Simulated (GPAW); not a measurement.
MgTe, 8 atoms in the cell. It takes space group F-43m (No. 216, cubic). The conventional cell has a = 6.464 Å, b = 6.464 Å, c = 6.464 Å, α = 90.00°, β = 90.00°, γ = 90.00°. Around Te (site symmetry -43m) lie 4 Mg at 2.80 Å. Mg (site symmetry -43m) has 4 Te at 2.80 Å as nearest neighbours. The cell comes from a database or a generator and needn't be the stable form of this composition. The cell isn't the ideal one: the cell as VASP's run set it.

| Quantity | Value |
| --- | --- |
| Program | GPAW 26.7.0 |
| Task | density of states |
| Functional | LDA |
| Potentials or basis | the program's PAW data sets (release 1.2.1) made for this functional |
| Cutoff | 800 eV |
| Basis | pw |
| k mesh | 4 × 4 × 4 |
| Occupations | gaussian, width 0.05 eV |
| Spin | no spin polarisation |
| Maxiter | 150 |
| k mesh for the DOS | 6 × 6 × 6 |
| Dos width | 0.2 eV |

Potentials or basis: the program's PAW data sets (release 1.2.1) made for this functional, pw.

Command:

```sh
$ OMP_NUM_THREADS=1 python run.py
```

Hardware: 1 thread of Arm Neoverse V2, on a shared host.

**Question.** How long does it take, and how much memory?

**Answer.** It took 8 min on 1 thread of Arm Neoverse V2, on a shared host, peak memory 1.1 GiB. Counts: scf iterations 18, plane waves 13949, bands 52, k points 10.
